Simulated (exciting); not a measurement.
An input for exciting (release sodium) (HgSe):

The input input.xml:

```xml
<input>
  <title>HgSe</title>
  <structure speciespath="./" tshift="false" cartesian="true">
    <crystal scale="1.88972612463">
      <basevect>0.000000000000 2.976962184400 2.976962184400</basevect>
      <basevect>2.976962184400 0.000000000000 2.976962184400</basevect>
      <basevect>2.976962184400 2.976962184400 0.000000000000</basevect>
    </crystal>
    <species speciesfile="Hg.xml" rmt="2.3">
      <atom coord="0.000000000000 0.000000000000 0.000000000000"/>
    </species>
    <species speciesfile="Se.xml" rmt="2">
      <atom coord="8.438464817826 8.438464817826 8.438464817826"/>
    </species>
  </structure>
  <groundstate do="fromscratch" ngridk="5 5 5" rgkmax="9" gmaxvr="12" lmaxapw="10" lmaxmat="10" lmaxvr="8" stype="Fermi Dirac" swidth="0.00036749" nempty="10" ValenceRelativity="iora*" epsengy="1e-05" epspot="1e-05" maxscl="60" outputlevel="high">
    <libxc exchange="XC_GGA_X_EV93" correlation="XC_LDA_C_PW"/>
  </groundstate>
</input>
```

Potentials or basis: all-electron LAPW+lo, shipped species files, valence relativity iora*.

Run with:

```sh
$ OMP_NUM_THREADS=1 exciting_smp
```

Task: Does this run start?

Result: The run stopped without a result. It printed:

Output:

```text
Parser ERROR: 'XC_GGA_X_EV93                                                                   ' is not valid selection for exchange
```
